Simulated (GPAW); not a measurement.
WS2 (Tungstenite), 6 atoms in the cell. The structure is hexagonal, space group P6_3/mmc (No. 194). The conventional cell has a = 3.137 Å, b = 3.137 Å, c = 12.331 Å, α = 90.00°, β = 90.00°, γ = 120.00°. W (site symmetry -6m2) has 6 S at 2.38 Å as nearest neighbours. Around S (site symmetry 3m) lie 3 W at 2.38 Å. 

```yaml
Program: GPAW 26.7.0
Task: dielectric tensor
Functional: LDA
Potentials_or_basis: the program's PAW data sets (release 1.2.1) made for this functional
Cutoff: 400 eV
Basis: pw
k_mesh: 8 × 8 × 2
Occupations: fermi-dirac, width 0.001 eV
Spin: no spin polarisation
Response_ecut: 80 eV
Maxiter: 150
Response_k_mesh: 13 × 13 × 3
Response_bands: 74
Kernels: "[\"RPA\"]"
Coarser_k_mesh: 13 × 13 × 3
```

Potentials or basis: the program's PAW data sets (release 1.2.1) made for this functional, pw.

Launch:

```bash
$ OMP_NUM_THREADS=1 python run.py
```

Hardware: 1 thread of Arm Neoverse V1 (shared host).

Estimate the wall time of this run.

Wall time 5.7 min on 1 thread of Arm Neoverse V1, on a shared host, peak memory 0.52 GiB. Counts: scf iterations 31, plane waves 1936, bands 46, k points 20.
